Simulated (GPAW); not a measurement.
Input of a GPAW 26.7.0 run:

run.py

```python
from ase import Atoms
from ase.dft.bandgap import bandgap
from ase.io import write
from ase.units import GPa
from gpaw import GPAW, PW

atoms = Atoms(['C', 'C'],
              cell=[[0.0, 1.78337, 1.78337],
                    [1.78337, 0.0, 1.78337],
                    [1.78337, 1.78337, 0.0]],
              scaled_positions=[[0.75, 0.75, 0.75],
                                [0.5, 0.5, 0.5]],
              pbc=True)

calc = GPAW(mode=PW(800),
            xc='MGGA_X_R2SCAN+MGGA_C_R2SCAN',
            kpts={'size': (10, 10, 10), 'gamma': True},
            occupations={'name': 'fermi-dirac', 'width': 0.05},
            nbands=11,
            convergence={'density': 1e-05, 'energy': 1e-05},
            maxiter=150,
            txt='gpaw.txt')
atoms.calc = calc
energy = atoms.get_potential_energy()
forces = atoms.get_forces()
stress = atoms.get_stress()
calc.write('gs.gpw')
write('result.traj', atoms)
print(f'Energy: {energy:.6f} eV')
print('Forces (eV/A):')
print(forces.round(4))
print('Stress (GPa):', (stress / GPa).round(3))
print('Fermi level:', round(calc.get_fermi_level(), 4), 'eV')
print(f'Gap: {bandgap(calc)[0]:.4f} eV, direct: {bandgap(calc, direct=True)[0]:.4f} eV')

path = atoms.cell.bandpath('GXWKGLUWLK,UX', npoints=60, eps=1e-4)
bs_calc = calc.fixed_density(kpts=path, symmetry='off', nbands=18,
                             convergence={'bands': 'CBM+6.0', 'eigenstates': 1e-6}, txt='bands.txt')
bs = bs_calc.band_structure()
bs.write('bs.json')
print(f'Gap on the path: {bandgap(bs_calc)[0]:.4f} eV')
```

Potentials or basis: GPAW PAW data sets (gpaw-data 1.2.1), pw.

Run with:

```bash
$ OMP_NUM_THREADS=1 python run.py
```

(1) Estimate the band gap on the k mesh.

(2) What does it give for the pressure?

(3) What does it give for the band gap along the path?

Results:

(1) 4.39 eV, indirect (least direct gap 5.87 eV).

(2) -3.1 GPa.

(3) 4.35 eV, indirect (least direct gap 5.87 eV).

Caveat: the PAW data sets were made with another functional, which shifts forces and pressure a little.
